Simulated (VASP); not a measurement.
# TePt (P6_3/mmc) in VASP: notebook, part 2 of 2

VASP 6.6.1. Earlier steps stand in the parts before.

## (3) Single point, PBEsol+U, collinear spin, zero start

The input, INCAR:

```
SYSTEM = TePt
  PREC = Accurate
  ENCUT = 520
  EDIFF = 1E-7
  ISMEAR = 0
  SIGMA = 0.05
  LREAL = .FALSE.
  LASPH = .TRUE.
  NELM = 150
  ALGO = Normal
  ISIF = 2
  LWAVE = .FALSE.
  LCHARG = .TRUE.
  ISPIN = 2
  MAGMOM = 0 0 0 0
  LORBIT = 11
  LMAXMIX = 4
  LDAU = .TRUE.
  LDAUTYPE = 2
  LDAUL = -1 2
  LDAUU = 0 1
  LDAUJ = 0 0
  LDAUPRINT = 1
  GGA = PS
  LELF = .TRUE.
  LVHAR = .TRUE.
  NBANDS = 28
```

The input, KPOINTS:

```
regular mesh
0
G
  5 5 4
  0 0 0
```

The input, POSCAR:

```
TePt
1.0
    4.1109992400      0.0000000000      0.0000000000
   -2.0554996200      3.5602297800      0.0000000000
    0.0000000000      0.0000000000      5.4459992500
Te Pt
2 2
Direct
    0.3333333333      0.6666666667      0.2500000000
    0.6666666667      0.3333333333      0.7500000000
    0.0000000000      0.0000000000      0.0000000000
    0.0000000000      0.0000000000      0.5000000000
```

Potentials or basis: VASP PAW PBE potentials, release 64 (Te, Pt).

Run with:

```
$ cat potpaw_PBE.64/Te/POTCAR potpaw_PBE.64/Pt/POTCAR > POTCAR
$ mpirun -np 1 vasp_std > vasp.out
```

OUTCAR:

```text
SYSTEM = TePt
   PREC = Accurate
   ENCUT = 520
   EDIFF = 1E-7
   ISMEAR = 0
   LREAL = .FALSE.
   LASPH = .TRUE.
   NELM = 150
   ISIF = 2
   ISPIN = 2
   LORBIT = 11
   GGA = PS

 ion  position               nearest neighbor table
   1  0.333  0.667  0.250-   3 2.74   4 2.74   3 2.74   4 2.74   3 2.74   4 2.74   2 3.61   2 3.61
                             2 3.61   2 3.61   2 3.61   2 3.61
   2  0.667  0.333  0.750-   3 2.74   4 2.74   3 2.74   4 2.74   3 2.74   4 2.74   1 3.61   1 3.61
                             1 3.61   1 3.61   1 3.61   1 3.61
   3  0.000  0.000  0.000-   4 2.72   4 2.72   1 2.74   2 2.74   2 2.74   1 2.74   2 2.74   1 2.74

   4  0.000  0.000  0.500-   3 2.72   3 2.72   1 2.74   2 2.74   2 2.74   1 2.74   2 2.74   1 2.74

  LATTYP: Found a hexagonal cell.
 ALAT       =     4.1109992400
 C/A-ratio  =     1.3247385689

  Lattice vectors:

 A1 = (   4.1109992400,   0.0000000000,   0.0000000000)
 A2 = (  -2.0554996200,   3.5602297800,   0.0000000000)
 A3 = (   0.0000000000,   0.0000000000,   5.4459992500)

Analysis of symmetry for initial positions (statically):
=====================================================================
 Subroutine PRICEL returns:
 Original cell was already a primitive cell.

 Routine SETGRP: Setting up the symmetry group for a
 hexagonal supercell.

 Subroutine GETGRP returns: Found 24 space group operations
 (whereof 12 operations were pure point group operations)
 out of a pool of 24 trial point group operations.

The static configuration has the point symmetry D_3d.
 The point group associated with its full space group is D_6h.

Analysis of symmetry for dynamics (positions and initial velocities):
=====================================================================
 Subroutine PRICEL returns:
 Original cell was already a primitive cell.

 Routine SETGRP: Setting up the symmetry group for a
 hexagonal supercell.

 Subroutine GETGRP returns: Found 24 space group operations
 (whereof 12 operations were pure point group operations)
 out of a pool of 24 trial point group operations.

The dynamic configuration has the point symmetry D_3d.
 The point group associated with its full space group is D_6h.

Analysis of structural, dynamic, and magnetic symmetry:
=====================================================================
 Subroutine PRICEL returns:
 Original cell was already a primitive cell.

 Routine SETGRP: Setting up the symmetry group for a
 hexagonal supercell.

 Subroutine GETGRP returns: Found 24 space group operations
 (whereof 12 operations were pure point group operations)
 out of a pool of 24 trial point group operations.

The overall configuration has the point symmetry D_3d.
 The point group associated with its full space group is D_6h.

 Subroutine INISYM returns: Found 24 space group operations
 (whereof 12 operations are pure point group operations),
 and found     1 'primitive' translations

----------------------------------------------------------------------------------------

                                     Primitive cell
[... 180 lines left out ...]
 -0.0374 -0.0000 -0.0000  0.8483  0.0000
 -0.0000 -0.0374  0.0000  0.0000  0.8346

 occupancies and eigenvectors

  o =  0.8034  v =  0.0000  0.0000  0.0000  0.0000  0.0000 -0.7685  0.0000  0.0000 -0.6399 -0.0000      0.0000  0.0000  0.0000  0.0000  0.0000  0.0000  0.0000  0.0000  0.0000  0.0000
  o =  0.8034  v =  0.0000  0.0000  0.0000  0.0000  0.0000  0.0000 -0.6399  0.0000  0.0000 -0.7685      0.0000  0.0000  0.0000  0.0000  0.0000  0.0000  0.0000  0.0000  0.0000  0.0000
  o =  0.8034  v = -0.7685  0.0000  0.0000 -0.6399 -0.0000  0.0000  0.0000  0.0000  0.0000  0.0000      0.0000  0.0000  0.0000  0.0000  0.0000  0.0000  0.0000  0.0000  0.0000  0.0000
  o =  0.8034  v =  0.0000 -0.6399  0.0000  0.0000 -0.7685  0.0000  0.0000  0.0000  0.0000  0.0000      0.0000  0.0000  0.0000  0.0000  0.0000  0.0000  0.0000  0.0000  0.0000  0.0000
  o =  0.8359  v =  0.0000  0.0000  0.0000  0.0000  0.0000  0.0000  0.0000  1.0000  0.0000  0.0000      0.0000  0.0000  0.0000  0.0000  0.0000  0.0000  0.0000  0.0000  0.0000  0.0000
  o =  0.8359  v =  0.0000  0.0000  1.0000  0.0000  0.0000  0.0000  0.0000  0.0000  0.0000  0.0000      0.0000  0.0000  0.0000  0.0000  0.0000  0.0000  0.0000  0.0000  0.0000  0.0000
  o =  0.8794  v = -0.6399  0.0000 -0.0000  0.7685  0.0000  0.0000  0.0000  0.0000  0.0000  0.0000      0.0000  0.0000  0.0000  0.0000  0.0000  0.0000  0.0000  0.0000  0.0000  0.0000
  o =  0.8794  v =  0.0000 -0.7685  0.0000 -0.0000  0.6399  0.0000  0.0000  0.0000  0.0000  0.0000      0.0000  0.0000  0.0000  0.0000  0.0000  0.0000  0.0000  0.0000  0.0000  0.0000
  o =  0.8794  v =  0.0000  0.0000  0.0000  0.0000  0.0000 -0.6399  0.0000 -0.0000  0.7685  0.0000      0.0000  0.0000  0.0000  0.0000  0.0000  0.0000  0.0000  0.0000  0.0000  0.0000
  o =  0.8794  v =  0.0000  0.0000  0.0000  0.0000  0.0000  0.0000 -0.7685  0.0000 -0.0000  0.6399      0.0000  0.0000  0.0000  0.0000  0.0000  0.0000  0.0000  0.0000  0.0000  0.0000

 number of electron      31.9999996 magnetization      -0.0000002

 Free energy of the ion-electron system (eV)
  ---------------------------------------------------
  ext. energy  EPLUGINS =         0.00000000
  ---------------------------------------------------
  free energy    TOTEN  =       -20.29533154 eV

  energy without entropy =      -20.29370229  energy(sigma->0) =      -20.29451691

 E-fermi :  10.7538     XC(G=0): -11.7230

 val. band max:       10.7377334365   @ k =   0.4000   0.2000   0.0000
 cond. band min:      10.9125173048   @ k =   0.2000   0.2000   0.0000
 fundamental gap:      0.1747838683
 Fermi energy:        10.7538449569

 spin component 1

 k-point     1 :       0.0000    0.0000    0.0000
  band No.  band energies     occupation
      1      -4.0701      1.00000
      2      -0.9334      1.00000
      3       2.7410      1.00000
      4       3.8416      1.00000
      5       3.8416      1.00000
      6       4.4535      1.00000
[... 454 lines left out ...]
     27      21.2395      0.00000
     28      21.2395      0.00000
 Fermi energy:        10.7538449569

 spin component 2

 k-point     1 :       0.0000    0.0000    0.0000
  band No.  band energies     occupation
      1      -4.0701      1.00000
      2      -0.9334      1.00000
      3       2.7410      1.00000
      4       3.8416      1.00000
      5       3.8416      1.00000
      6       4.4535      1.00000
[... 454 lines left out ...]
     27      21.2395      0.00000
     28      21.2395      0.00000

------------------------ aborting loop because EDIFF is reached ----------------------------------------

  FORCE on cell =-STRESS in cart. coord.  units (eV):
  Direction    XX          YY          ZZ          XY          YZ          ZX
  --------------------------------------------------------------------------------------
  -------------------------------------------------------------------------------------
  Total        4.7078115      4.7078115      5.1336218      0.0000000      0.0000000      0.0000000
  in kB       94.6295213     94.6295215    103.1885352      0.0000000      0.0000000      0.0000000
  external PRESSURE =      97.4825260 kB  Pullay stress =       0.0000000 kB

 VOLUME and BASIS-vectors are now :
 -----------------------------------------------------------------------------
  energy-cutoff  :      520.00
  volume of cell :       79.71
      direct lattice vectors                 reciprocal lattice vectors
     4.110999240  0.000000000  0.000000000     0.243249863  0.140440373  0.000000000
    -2.055499620  3.560229780  0.000000000     0.000000000  0.280880747  0.000000000
     0.000000000  0.000000000  5.445999250     0.000000000  0.000000000  0.183621032

 POSITION                                       TOTAL-FORCE (eV/Angst)
 -----------------------------------------------------------------------------------
     -0.00000      2.37349      1.36150         0.000000      0.000000      0.000000
      2.05550      1.18674      4.08450         0.000000      0.000000      0.000000
      0.00000      0.00000      0.00000        -0.000000     -0.000000      0.000000
      0.00000      0.00000      2.72300        -0.000000     -0.000000      0.000000
 -----------------------------------------------------------------------------------
    total drift:                                0.000000     -0.000000      0.000000

  FREE ENERGIE OF THE ION-ELECTRON SYSTEM (eV)
  ---------------------------------------------------
  free  energy   TOTEN  =       -20.2953315361 eV

  energy  without entropy=      -20.2937022916  energy(sigma->0) =      -20.29451691

 total charge

# of ion       s       p       d       tot
------------------------------------------
    1        1.401   1.815   0.119   3.335
    2        1.401   1.815   0.119   3.335
    3        0.644   0.578   8.347   9.569
    4        0.644   0.578   8.347   9.569
--------------------------------------------------
tot          4.090   4.787  16.931  25.808

 magnetization (x)

# of ion       s       p       d       tot
------------------------------------------
    1        0.000   0.000   0.000   0.000
    2        0.000   0.000   0.000   0.000
    3       -0.000   0.000  -0.000  -0.000
    4       -0.000   0.000  -0.000  -0.000
--------------------------------------------------
tot          0.000   0.000  -0.000  -0.000
```

Run time: 60 s. Hardware: 1 thread of Intel Xeon Platinum 8488C (Sapphire Rapids), shared host; peak memory 0.25 GiB.

What came out:

```yaml
Free_energy: -20.2953 eV
Pressure: 9.7 GPa
Band_gap_on_the_k_mesh: none (metal or under the smearing width)
Net_moment: 0.00 μB per cell
Valence_electrons_inside_the_program's_atomic_spheres: Te 3.33; Pt 9.57
```

Stress tensor (GPa, compression positive):
```
 9.46  0.00  0.00
 0.00  9.46  0.00
 0.00  0.00 10.32
```

Eigenvalues of the final occupation matrices:
```tsv
site	spin	trace	eigenvalues
site 3 d	1	4.20	0.80 0.80 0.84 0.88 0.88
site 3 d	2	4.20	0.80 0.80 0.84 0.88 0.88
site 4 d	1	4.20	0.80 0.80 0.84 0.88 0.88
site 4 d	2	4.20	0.80 0.80 0.84 0.88 0.88
```

Caveat: the PAW data sets were made with another functional, which shifts forces and pressure a little; the U is typed as a test and isn't derived for this compound. Spin-orbit coupling is left out, which matters for the levels of Pt, Te.
